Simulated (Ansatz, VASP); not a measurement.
## One calculation of MgO, two programs

```
Mg O
1.0
     0.00000    2.10702    2.10702
     2.10702    0.00000    2.10702
     2.10702    2.10702    0.00000
Mg O
1 1
Direct
  0.00000 0.00000 0.00000
  0.50000 0.50000 0.50000
```

Alike in both runs: functional PBEsol; k mesh 10 × 10 × 10; occupations gaussian, width 0.02 eV; no spin polarisation.

Ansatz relaxed the structure, and its values are those at the end. VASP's run is a single point on that final structure, the one shown.

|  | VASP | Ansatz |
| --- | --- | --- |
| version | VASP 6.6.1 | Ansatz 0.2.0 |
| potentials or method | VASP PAW PBE potentials, release 64 (Mg, O) | scalar-relativistic, plane waves, PAW |
| plane-wave cutoff (eV) | 520 | 420 |
| valence electrons in the cell | 8 | 16 |

Ansatz gave:

```
gap on the k mesh at the Fermi level (eV) : 4.62
least direct gap on the mesh (eV)         : 4.62
pressure (GPa)                            : 0.0
```

What did VASP give for the same quantities?

gap on the k mesh at the Fermi level (eV): 4.62; least direct gap on the mesh (eV): 4.62; pressure (GPa): -0.5.

The two sets of potentials don't hold the same shells in valence.

Caveats: the PAW data sets were made with another functional, which shifts forces and pressure a little (VASP). A hybrid or GW would open this gap; PBEsol tends to underestimate it.
